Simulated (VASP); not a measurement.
Input of a VASP 6.6.1 run:

The input POSCAR:

```
Mg
1.0
    3.2093000000      0.0000000000      0.0000000000
   -1.6046500000      2.7793353284      0.0000000000
    0.0000000000      0.0000000000      5.2103000000
Mg
2
Direct
    0.6666666667      0.3333333333      0.7500000000
    0.3333333333      0.6666666667      0.2500000000
```

File INCAR.step1:

```
SYSTEM = Mg
ALGO = Normal ; EDIFF = 1E-5
ENCUT = 600 ; GGA = PE
ISMEAR = -1 ; LASPH = .TRUE.
LCHARG = .FALSE. ; LREAL = .FALSE.
LWAVE = .TRUE. ; NELM = 100
PREC = Accurate ; SIGMA = 0.05
```

Contents of INCAR.step2:

```
SYSTEM = Mg
AEXX = 0.2 ; AGGAC = 0.81
AGGAX = 0.72 ; ALDAC = 0.19
ALGO = Normal ; EDIFF = 1E-6
EDIFFG = -0.01 ; ENCUT = 600
GGA = B3 ; HFRCUT = -1
IBRION = 2 ; ISIF = 3
ISMEAR = -1 ; ISTART = 1
LASPH = .TRUE. ; LCHARG = .FALSE.
LHFCALC = .TRUE. ; LREAL = .FALSE.
LWAVE = .FALSE. ; NELM = 100
NSW = 60 ; PREC = Accurate
PRECFOCK = Fast ; SIGMA = 0.05
```

Contents of KPOINTS:

```
k-points
0
G
  5 5 3
  0 0 0
```

Potentials or basis: VASP PAW PBE potentials, release 64 (Mg).

Command:

```console
$ cat potpaw_PBE.64/Mg/POTCAR > POTCAR
$ cp INCAR.step1 INCAR
$ mpirun -np 1 vasp_std > vasp.out
$ cp INCAR.step2 INCAR
$ mpirun -np 1 vasp_std > vasp.out
```

Q: Estimate the space group after relaxing (to 0.05 Å).

A: P6_3/mmc (No. 194).

Q: Predict the relaxed cell.

A: a = 3.181 Å, b = 3.181 Å, c = 5.204 Å, α = 90.00°, β = 90.00°, γ = 120.00°.

Q: Predict the band gap on the k mesh.

A: None (metal or under the smearing width).

Step by step:
```
step  energy change (eV)  largest force (eV/Å)  pressure (GPa)  volume (Å³)
   1              0.0000                0.0000           -0.63        46.47
   2             -0.0021                0.0000           -0.19        45.86
   3             -0.0022                0.0000            0.02        45.60
```

Caveat: the k mesh is coarse (spacing up to 0.45 Å⁻¹), so the values aren't converged, least of all with exact exchange; the PAW data sets were made with another functional, which shifts forces and pressure a little.
